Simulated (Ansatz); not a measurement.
PbO2 in Ansatz: the effect of functional

Crystal: PbO2.

```
CELL_PARAMETERS angstrom
0.00000 2.73755 2.73755
2.73755 0.00000 2.73755
2.73755 2.73755 0.00000
ATOMIC_POSITIONS crystal
Pb 0.00000 0.00000 0.00000
O 0.75000 0.75000 0.75000
O 0.25000 0.25000 0.25000
```

The cell comes from a database or a generator and needn't be the stable form of this composition.

The cell isn't the ideal one: volume scaled by 1.04.

Alike in all runs:

- Program: Ansatz 0.2.0
- Task: single point
- Potentials or basis: Ansatz PAW
- k mesh: 9 × 9 × 9
- Occupations: fermi-dirac, width 0.05 eV
- Spin: no spin polarisation

| functional | cutoff | pressure (GPa) |
| --- | --- | --- |
| LDA | 420 eV (not typed: the program's choice for these potentials) | -14.2 |
| PBEsol | 420 eV (not typed: the program's choice for these potentials) | ? |
| r2SCAN | 500 eV (not typed: the program's choice for these potentials) | -11.2 |

Question: What does the run with functional PBEsol give?

Answer: Pressure -10.1 GPa.

Caveats: the PAW data sets come from PBE, with cores solved anew for the run's functional, which leaves a small shift of forces and pressure.
